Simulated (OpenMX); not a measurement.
AlFe under changes of volume

One of the cells (12.321 Å³/atom); the others are scaled copies at fixed shape and fractional positions:

```xyz
2
Lattice="2.9100 0.0000 0.0000 0.0000 2.9100 0.0000 0.0000 0.0000 2.9100" Properties=species:S:1:pos:R:3 pbc="T T T"
Fe    1.4550    1.4550    1.4550
Al    0.0000    0.0000    0.0000
```

* Program: OpenMX 3.8.5
* Functional: LDA
* Potentials or basis: OpenMX 2013 LDA set, Fe6.0H-s3p2d2, Al7.0-s2p2d1, fixed grid of 40 × 40 × 40 points
* k mesh: 9 × 9 × 9
* Occupations: fermi-dirac, width 0.05 eV
* Spin: collinear spin, ferromagnetic start
* Starting moments: [3.0, 0.0] μB

```tsv
volume (Å³/atom)	energy over the lowest point (meV/atom)	moment (μB per cell)
11.582	0.00	0.56
11.828	?	?
12.075	32.81	0.62
12.321	56.59	0.64
12.568	84.45	0.65
12.814	116.06	0.67
```

What does the run at 11.828 Å³/atom give?

Energy over the lowest point 13.80 meV/atom; moment 0.59 μB per cell.

Worked out: A Birch-Murnaghan fit of order 3 (a polynomial in V^(-2/3)) to the other rows has no minimum within the range. It gives 13.75 meV/atom at 11.828 Å³/atom, against the run's 13.80. A parabola through the other rows of the moment, of slope 0.115 μB per Å³/atom there, gives 0.59 μB, against the run's 0.59.

Energies are extrapolated to zero smearing.

Caveats: the basis of atomic orbitals isn't converged, which shifts pressures, moduli and gaps.
